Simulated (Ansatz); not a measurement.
Here is the system:

```
CELL_PARAMETERS angstrom
      0.00000     3.08874     3.08874
      3.08874     0.00000     3.08874
      3.08874     3.08874     0.00000
ATOMIC_POSITIONS crystal
  Sb 0.75000 0.75000 0.75000
  Al 0.00000 0.00000 0.00000
```

No spin polarisation.

0.177 electrons added to each cell, a density of 3.0×10^21 cm⁻³, with a uniform compensating background at fixed cell and a 300 K Fermi–Dirac width.

Level of theory: Kohn–Sham DFT with the r2SCAN functional, run in Ansatz (a program for electronic structure) with PAW and 500 eV plane waves, spin-orbit coupling left out, earlier PAW set. Γ-centred 21×21×21 mesh, Fermi–Dirac width 0.0259 eV.

**Question.** Predict the gap between the host's bands and Fermi level from band edge.

**Answer.** The gap between the host's bands is 1.46 eV and the Fermi level relative to the doped band's edge (positive inside the band; to 0.05 eV) is +0.45 eV.

Carriers are added with a uniform compensating background; total energy and stress of such cells depend on the potential's zero and are not compared; many-body gap narrowing is missing at this level. Spin-orbit coupling, missing from the scalar runs, can matter with Sb. Whether these cells are dynamically stable was not tested. The cell was made from AlSb in the zinc blende structure (space group F-43m, No. 216) by this change: electrons 3.0×10^21 cm⁻³.
